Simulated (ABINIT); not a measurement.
Set up this calculation in ABINIT 10.8.3 (patched build), as the native input.

```yaml
Task: equation of state
Functional: PBEsol
Potentials_or_basis: JTH PAW PBE v2.0
Cutoff: 707 eV
k_mesh: 12 × 12 × 7
Occupations: fermi-dirac, width 0.05 eV
Spin: collinear spin, ferromagnetic start
Starting_moments: "[2.0, 2.0] μB"
Fine-grid_cutoff: 1306.15 eV
```

Crystal: Co.

```
Co
1.0
     2.47200    0.00000    0.00000
    -1.23600    2.14081    0.00000
     0.00000    0.00000    4.02114
Co
2
Direct
  0.66667 0.33333 0.75000
  0.33333 0.66667 0.25000
```

The input as run:

run.abi

```
ndtset 7
scalecart1 3*0.9795861087
scalecart2 3*0.9864848297
scalecart3 3*0.9932883884
scalecart4 3*1.0000000000
scalecart5 3*1.0066227096
scalecart6 3*1.0131594038
scalecart7 3*1.0196128224

pp_dirpath "./"
pseudos "Co.GGA_PBE-JTH.xml"

acell 3*1.0 Angstrom
rprim
     2.4719999032     0.0000000000     0.0000000000
    -1.2359999516     2.1408147143     0.0000000000
     0.0000000000     0.0000000000     4.0211440800
ntypat 1
znucl 27
natom 2
typat 1 1
xred
     0.6666666667     0.3333333333     0.7500000000
     0.3333333333     0.6666666667     0.2500000000

ecut 26.0
pawecutdg 48.0
pawxcdev 0

kptopt 1
ngkpt 12 12 7
nshiftk 1
shiftk 0.0 0.0 0.0

ixc -116133

nband 22
occopt 3
tsmear 0.05 eV

nsppol 2
spinat
     0.0000000000     0.0000000000     2.0000000000
     0.0000000000     0.0000000000     2.0000000000

nstep 100
tolvrs 1.0e-9

iomode 3
prtwf 0
prtden 0
prteig 0
prtebands 0
enunit 1
```

Potentials or basis: JTH PAW PBE v2.0.

Run with:

```bash
$ mpirun --bind-to none -np 4 abinit run.abi > log 2>&1
```

It gave:

```
Equilibrium volume                        : 10.41 Å³/atom
Bulk modulus at fixed shape and positions : 229 GPa
Pressure derivative of the bulk modulus   : 3.6
```

Caveat: pressures at fixed basis lie under the slope of the energies; the cell was scaled at fixed shape and fractional positions, which overstates the stiffness of a crystal with free parameters, most of all of layers and chains; the PAW data sets were made with another functional, which shifts forces and pressure a little.

Run time: 4.6 min on 4 MPI ranks on Intel(R) Xeon(R) Platinum 8488C (Sapphire Rapids) (shared host), peak memory 0.68 GiB a rank.
